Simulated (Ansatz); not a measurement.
Method: Ansatz, DFT PBE, scalar-relativistic, plane waves, PAW. Settings: cutoff 420 eV, Γ-centred meshes spaced at most about 0.3 Å⁻¹, and about 0.25 Å⁻¹ or finer for metals (2π included), Gaussian smearing. No spin polarisation.

Each guess is relaxed in cell and atoms at zero pressure, on a coarse mesh first where it starts far from rest and then on a converged one. The steps can't lower the symmetry of the start, but it can rise. Energies are static (0 K, no zero-point motion).

Two unrelaxed guesses for SiW2:

A.

```cif
data_structure
_symmetry_space_group_name_H-M 'P6/mmm'
_symmetry_Int_Tables_number 191
_cell_length_a 4.1238
_cell_length_b 4.1238
_cell_length_c 3.6929
_cell_angle_alpha 90.000
_cell_angle_beta 90.000
_cell_angle_gamma 120.000
_cell_volume 54.39
loop_
_atom_site_label
_atom_site_type_symbol
_atom_site_symmetry_multiplicity
_atom_site_Wyckoff_symbol
_atom_site_fract_x
_atom_site_fract_y
_atom_site_fract_z
_atom_site_occupancy
Si1 Si 1 a 0.00000 0.00000 0.00000 1
W1 W 2 d 0.33333 0.66667 0.50000 1
```

B.

```cif
data_structure
_symmetry_space_group_name_H-M 'P4/nmm:1'
_symmetry_Int_Tables_number 129
_cell_length_a 3.4372
_cell_length_b 3.4372
_cell_length_c 7.0542
_cell_angle_alpha 90.000
_cell_angle_beta 90.000
_cell_angle_gamma 90.000
_cell_volume 83.34
loop_
_atom_site_label
_atom_site_type_symbol
_atom_site_symmetry_multiplicity
_atom_site_Wyckoff_symbol
_atom_site_fract_x
_atom_site_fract_y
_atom_site_fract_z
_atom_site_occupancy
Si1 Si 2 c 0.00000 0.50000 0.72605 1
W1 W 2 a 0.00000 0.00000 0.00000 1
W2 W 2 c 0.00000 0.50000 0.36863 1
```

Task: Where do they end, and which end is lower?

Result: B ends lower, by 0.68 eV/atom. A: P6/mmm at 18.1 Å³/atom → P6/mmm at 15.8 Å³/atom; B: P4/nmm at 13.9 Å³/atom → P4/nmm (Cu2Sb type) at 15.4 Å³/atom. Counting Si atoms around W (those within 1.25 times the shortest such distance or 1.15 times the sum of covalent radii; a slash parts the counts of unlike sites), the end of A has W 6 and the end of B has W 4/5. End of A. Conventional cell: a = 4.553 Å, c = 2.645 Å. Si has 2 Si at 2.64 Å and 12 W at 2.94 Å; W has 5 W at 2.63–2.64 Å and 6 Si at 2.94 Å. End of B. Conventional cell: a = 3.691 Å, c = 6.761 Å. Si is surrounded by 9 W at 2.52–2.67 Å; W on a site of symmetry -4m2 has 4 W at 2.61 Å, 4 Si at 2.67 Å and 4 W at 2.95 Å; W on a site of symmetry 4mm has 5 Si at 2.52–2.64 Å, 4 W at 2.95 Å and 4 W at 3.38 Å.

Shaken at random and relaxed again, the end of A falls into a cell with space group P2_1/m (No. 11), 0.66 eV/atom lower, so it is a saddle point or a shallow minimum. Shaken at random and relaxed again, the end of B falls into a cell with space group Pmmn (No. 59), 139 meV/atom lower and the lowest form computed, so it is a saddle point or a shallow minimum. Even the lowest of the cells shown lies +0.10 eV/atom against the elements. Spin–orbit coupling, which can matter for W, is left out. Some structure types and database cells were kept out of the candidates from the start, so a known form may be missing.
